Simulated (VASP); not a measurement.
# CdS: single point with PBE

The system is CdS.

```xyz
2
Lattice="0.0000 2.9200 2.9200 2.9200 0.0000 2.9200 2.9200 2.9200 0.0000" Properties=species:S:1:pos:R:3 pbc="T T T"
Cd    0.0000    0.0000    0.0000
S     1.4600    1.4600    1.4600
```

The cell was built by a generator and needn't be a form met in nature.

| Quantity | Value |
| --- | --- |
| Program | VASP 6.6.1 |
| Task | single point |
| Functional | PBE |
| Potentials or basis | VASP PAW PBE potentials, release 64 (Cd, S) |
| Cutoff | 520 eV |
| k mesh | 6 × 6 × 6 |
| Occupations | gaussian, width 0.1 eV |
| Spin | no spin polarisation |

| Quantity | Value |
| --- | --- |
| Pressure | 3.0 GPa |
| Band gap on the k mesh | 1.14 eV, direct |

Levels at points of the mesh, in eV from the valence-band top:
| k point | band 7 | band 8 | band 9 | band 10 | band 11 | band 12 |
| --- | --- | --- | --- | --- | --- | --- |
| (0.00, 0.00, 0.00) | 0.00 | 0.00 | 0.00 | 1.14 | 6.55 | 6.55 |
| (0.50, 0.00, 0.00) | -4.38 | -0.75 | -0.75 | 3.01 | 7.01 | 7.01 |
| (0.50, 0.50, 0.00) | -3.94 | -1.87 | -1.87 | 3.56 | 4.35 | 9.22 |

Run time: 8.8 s on 1 thread of Intel(R) Xeon(R) Platinum 8559C (Emerald Rapids), on a shared host, peak memory 0.17 GiB.
